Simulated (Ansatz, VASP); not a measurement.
## Al: VASP beside Ansatz

The input INCAR:

```
  AGGAC = 1.0
  AGGAX = 1.0
  ALDAC = 0.0
  ALDAX = 1.0
  ALGO = Normal
  EDIFF = 1E-6
  EDIFFG = -0.03
  ENCUT = 600
  GGA = B5
  IBRION = 2
  ISIF = 3
  ISMEAR = 1
  IVDW = 12
  LASPH = True
  LCHARG = False
  LREAL = False
  LWAVE = False
  NELM = 100
  NSW = 80
  PREC = Accurate
  SIGMA = 0.15
  VDW_A1 = 0.4298
  VDW_A2 = 4.2359
  VDW_S6 = 1.0
  VDW_S8 = 2.6996
```

KPOINTS

```
k-points
0
Gamma
  10 10 10
```

The input POSCAR:

```
Al
1.0
   -1.5912186900      1.5912186900      1.5912186900
    1.5912186900     -1.5912186900      1.5912186900
    1.5912186900      1.5912186900     -1.5912186900
Al
1
Direct
    0.0000000000      0.0000000000      0.0000000000
```

Input for Ansatz:

```yaml
crystal:
  lattice:
    - [-1.59121869, 1.59121869, 1.59121869]
    - [1.59121869, -1.59121869, 1.59121869]
    - [1.59121869, 1.59121869, -1.59121869]
  atoms:
    - { symbol: Al, position: [0.0, 0.0, 0.0] }
kpoints:
  mp_grid:
    grid: [10, 10, 10]
hamiltonian:
  xc: blyp
  dispersion: d3bj
scf:
  occupations:
    method: cold
    width: 0.15
relax:
  f_tol: 0.03
  cell: {}
```

This isn't the form of Al at room conditions, which is fcc.

Alike in both runs: task relaxation of cell and atoms; functional BLYP; dispersion D3(BJ); k mesh 10 × 10 × 10; no spin polarisation.

```csv
,VASP,Ansatz
version,VASP 6.6.1,Ansatz 0.2.0
potentials or method,"VASP PAW PBE potentials, release 64 (Al)","plane waves, PAW"
plane-wave cutoff (eV),600,420
occupations,"methfessel-paxton of order 1, width 0.15 eV","cold, width 0.15 eV"
valence electrons in the cell,3,3
```

|  | VASP | Ansatz | Ansatz less VASP |
| --- | --- | --- | --- |
| relaxed volume (Å³/atom) | 16.12 | 16.08 | -0.038 |
| relaxed cell length with the largest relative difference (Å) | 2.756 | 2.754 | -0.0022 |

Caveats: the relaxation stopped at its first step, so nothing moved; the PAW data sets were made with another functional, which shifts forces and pressure a little (VASP); pairwise dispersion overbinds metals, which lowers pressure and volume.
